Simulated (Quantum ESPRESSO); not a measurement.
HfC:

```xyz
2
Lattice="0.0000 2.3250 2.3250 2.3250 0.0000 2.3250 2.3250 2.3250 0.0000" Properties=species:S:1:pos:R:3 pbc="T T T"
Hf    2.3250    2.3250    2.3250
C     0.0000    0.0000    0.0000
```

| Property | Result |
| --- | --- |
| Program | Quantum ESPRESSO 7.5 |
| Task | phonon dispersion |
| Functional | LDA |
| Potentials or basis | GBRV 1.5 LDA |
| Cutoff | 612 eV |
| Density cutoff | 4898 eV |
| k mesh | 10 × 10 × 10 |
| Occupations | cold, width 0.2 eV |
| Spin | no spin polarisation |
| Form of the LDA correlation | PZ81 |
| Mixing beta | 0.5 |
| Most SCF iterations | 120 |
| SCF threshold | 4e-10 Ry |
| q mesh | 2 × 2 × 2 |

The cell and the atoms were relaxed first, to 11.99 Å³/atom (a = 3.237 Å, b = 3.237 Å, c = 3.237 Å, α = 60.00°, β = 60.00°, γ = 60.00°), and the response was taken there.

**Question.** What are the zero-point energy, and the vibrational entropy and heat capacity at 298.15 K?

**Answer.** Zero-point energy 68.6 meV/atom; entropy 2.30 k_B/atom (19.1 J/(K·mol of atoms)); Cv 2.24 k_B/atom, 75 % of the classical limit. These are harmonic values without the electrons' part.

Phonon frequencies at the corners of the path (cm⁻¹, interpolated; i marks imaginary ones):
| point | frequencies |
| --- | --- |
| Γ | 0 0 0 464 464 464 |
| X | 159 159 202 513 513 588 |
| W | 168 189 189 550 587 587 |
| K | 151 191 197 531 585 602 |
| L | 141 141 247 572 572 713 |
| U | 151 191 197 531 585 602 |

Harmonic thermodynamics per atom at this volume (zero-point energy 68.6 meV, Debye temperature from the second moment 786 K):
| T (K) | free energy (meV) | entropy (k_B) | heat capacity Cv (k_B) |
| --- | --- | --- | --- |
| 50 | 68.5 | 0.11 | 0.34 |
| 100 | 67.1 | 0.56 | 0.98 |
| 200 | 58.2 | 1.50 | 1.76 |
| 298.15 | 42.0 | 2.30 | 2.24 |
| 500 | -9.7 | 3.58 | 2.67 |
| 800 | -120.3 | 4.89 | 2.86 |

Phonon states per cell in windows of 50 cm⁻¹ (negative: imaginary):
| from (cm⁻¹) | total | Hf | C |
| --- | --- | --- | --- |
| 0 | 0.01 | 0.01 | 0.00 |
| 50 | 0.09 | 0.09 | 0.00 |
| 100 | 0.93 | 0.92 | 0.01 |
| 150 | 1.24 | 1.24 | 0.00 |
| 200 | 0.72 | 0.72 | 0.00 |
| 250 | 0.00 | 0.00 | 0.00 |
| 300 | 0.00 | 0.00 | 0.00 |
| 350 | 0.00 | 0.00 | 0.00 |
| 400 | 0.00 | 0.00 | 0.00 |
| 450 | 0.07 | 0.00 | 0.07 |
| 500 | 1.11 | 0.01 | 1.10 |
| 550 | 1.05 | 0.00 | 1.04 |
| 600 | 0.55 | 0.00 | 0.55 |
| 650 | 0.21 | 0.00 | 0.21 |
| 700 | 0.01 | 0.00 | 0.01 |

A q mesh this small can miss soft modes between its points.

Caveat: the q mesh is small, so phonon branches between its points and thermal values are rough.
